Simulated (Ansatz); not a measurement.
The system is Co.

```
Co
1.0
     2.47056    0.00000    0.00000
    -1.23528    2.13957    0.00000
     0.00000    0.00000    8.08823
Co
4
Cartesian
  1.2353 0.7132 6.0662
  0.0000 0.0000 4.0441
  0.0000 1.4264 2.0221
  0.0000 0.0000 0.0000
```

Base run:

| Quantity | Value |
| --- | --- |
| Program | Ansatz 0.2.0 |
| Functional | PBEsol |
| Potentials or basis | all-electron LAPW, scalar-relativistic |
| Cutoff | 290 eV (chosen from the basis error) |
| Basis error allowed | 0.002 eV/atom |
| k mesh | 12 × 12 × 4 |
| Occupations | fermi-dirac, width 0.05 eV |
| Spin | collinear spin, ferromagnetic start |
| Starting moments | [2.0, 2.0, 2.0, 2.0] μB |
| Hubbard terms | Co d U = 2 eV |

Its results: band gap on the k mesh none (metal or under the smearing width); pressure -2.7 GPa; net moment 7.00 μB per cell; site moments Co +1.82, +1.79 μB.

Task: The run is repeated on the same cell with these changes: hubbard terms from Co d U = 2 eV to Co d U = 4 eV. What comes out?

Result: Band gap on the k mesh none (metal or under the smearing width); pressure 17.0 GPa; net moment 7.10 μB per cell; site moments Co +1.88, +1.75 μB.

Caveats: the magnetic state may not be the lowest; U is the effective U less J, on atomic orbitals that reach past the spheres; the U is typed as a test and isn't derived for this compound; the density of states is complete only up to the lowest level of the last band computed.
